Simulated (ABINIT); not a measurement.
Set up this calculation in ABINIT 10.8.3 (patched build), as the native input.

```
Task                : equation of state
Functional          : PBEsol
Potentials or basis : PseudoDojo NC SR PBEsol v0.4.1 standard
Cutoff              : 1143 eV
k mesh              : 10 × 10 × 6
Occupations         : fermi-dirac, width 0.05 eV
Spin                : no spin polarisation
```

Ta2N:

```xyz
3
Lattice="3.1129 0.0000 0.0000 -1.5564 2.6958 0.0000 0.0000 0.0000 4.8698" Properties=species:S:1:pos:R:3 pbc="T T T"
Ta    0.0000    1.7972    1.2404
Ta    1.5564    0.8986    3.6294
N     0.0000    0.0000    0.0000
```

The cell comes from a database or a generator and needn't be the stable form of this composition.

These files were run (other wordings do the same):

run.abi

```
# Datasets: one volume each
ndtset 7
getwfk -1
scalecart1 3*0.9795861087
scalecart2 3*0.9864848297
scalecart3 3*0.9932883884
scalecart4 3*1.0000000000
scalecart5 3*1.0066227096
scalecart6 3*1.0131594038
scalecart7 3*1.0196128224

# Pseudopotentials
pp_dirpath "./"
pseudos "Ta.upf, N.upf"

# Structure
acell 5.8824557102 5.8824557101 9.2026657605
rprim
     1.0000000000     0.0000000000     0.0000000000
    -0.5000000000     0.8660254038     0.0000000000
     0.0000000000     0.0000000000     1.0000000000
ntypat 2
znucl 73 7
natom 3
typat 1 1 2
xred
     0.3333333333     0.6666666667     0.2547110000
     0.6666666667     0.3333333333     0.7452890000
     0.0000000000     0.0000000000     0.0000000000

# Plane-wave basis
ecut 42.0

# k points
kptopt 1
ngkpt 10 10 6
nshiftk 1
shiftk 0.0 0.0 0.0

# Exchange and correlation
ixc -116133

# Bands and occupations
nband 20
occopt 3
tsmear 0.05 eV

# SCF cycle
nstep 100
tolvrs 1.0e-10

# Output
iomode 3
prtwf 1
prtden 0
prteig 0
prtebands 0
```

Potentials or basis: PseudoDojo NC SR PBEsol v0.4.1 standard.

The run is started by

```console
$ abinit run.abi > log 2>&1
```

Results of the run:

| Property | Result |
| --- | --- |
| Equilibrium volume | 13.18 Å³/atom |
| Bulk modulus at fixed shape and positions | 301 GPa |
| Pressure derivative of the bulk modulus | 4.3 |

Caveat: pressures at fixed basis lie under the slope of the energies; the cell was scaled at fixed shape and fractional positions, which overstates the stiffness of a crystal with free parameters, most of all of layers and chains.

Run time: 17 min on 1 thread of Arm Neoverse V2, on a shared host, peak memory 0.19 GiB.
